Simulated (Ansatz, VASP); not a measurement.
# Two plane-wave programs on BP

```
B P
1.0
     0.00000    2.27415    2.20593
     2.27415    0.00000    2.20593
     2.27415    2.27415    0.00000
B P
1 1
Direct
  0.00000 0.00000 0.00000
  0.75000 0.75000 0.75000
```

Change from the starting cell: strain +0.000 along x and y, -0.030 along z, atoms carried along.

Alike in both runs: task single point; functional PBE; k mesh 10 × 10 × 10; occupations gaussian, width 0.05 eV; no spin polarisation.

|  | VASP | Ansatz |
| --- | --- | --- |
| version | VASP 6.6.1 | Ansatz 0.2.0 |
| potentials or method | VASP PAW PBE potentials, release 64 (B, P) | scalar-relativistic, plane waves, PAW |
| plane-wave cutoff (eV) | 520 | 420 |
| valence electrons in the cell | 8 | 8 |

|  | VASP | Ansatz | Ansatz less VASP |
| --- | --- | --- | --- |
| gap on the k mesh at the Fermi level (eV) | 0.75 | 0.75 | +0.005 |
| least direct gap on the mesh (eV) | 3.13 | 3.14 | +0.004 |
| pressure (GPa) | 5.0 | 5.2 | +0.25 |
| largest component of the traceless stress (GPa) | 5.31 | 5.30 | -0.009 |

A k mesh can miss the band edges.
